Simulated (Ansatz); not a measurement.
**Structure optimisation: selenium, fcc**

These are results of DFT, revPBE, plane waves (420 eV) with PAW, scalar-relativistic in Ansatz 0.2.0, not measurements. (PAW data from PBE, frozen cores regenerated.)

k-point mesh 12×12×12, Fermi-Dirac smearing 0.1 eV, no spin polarisation. Cell and atoms relax.

Starting structure:

```cif
data_structure
_symmetry_space_group_name_H-M 'P 1'
_symmetry_Int_Tables_number 1
_cell_length_a 3.1360
_cell_length_b 3.1360
_cell_length_c 3.1360
_cell_angle_alpha 60.000
_cell_angle_beta 60.000
_cell_angle_gamma 60.000
_cell_volume 21.81
loop_
_atom_site_label
_atom_site_type_symbol
_atom_site_fract_x
_atom_site_fract_y
_atom_site_fract_z
_atom_site_occupancy
Se1 Se 0.00000 0.00000 0.00000 1
```

Task: What cell does the relaxation end in?

Result: Fm-3m with a = 4.370 Å; 20.86 Å³ per atom against 21.81 at the start (-4.4 %).

Task: How much energy does the relaxation gain?

Result: 8.2 meV per atom.

Path of the relaxation (the plane waves are chosen anew near the end, which can shift the energy a little):

| step | E − E(final) (meV/atom) | V (Å³/atom) | P (GPa) | max force (eV/Å) |
| --- | --- | --- | --- | --- |
| 0 | 8.24 | 21.809 | -2.61 | 0.000 |
| 1 | 0.24 | 20.666 | 0.55 | 0.000 |
| 2 | -0.05 | 20.857 | -0.05 | 0.000 |
| 3 | 0.00 | 20.857 | -0.05 | 0.000 |
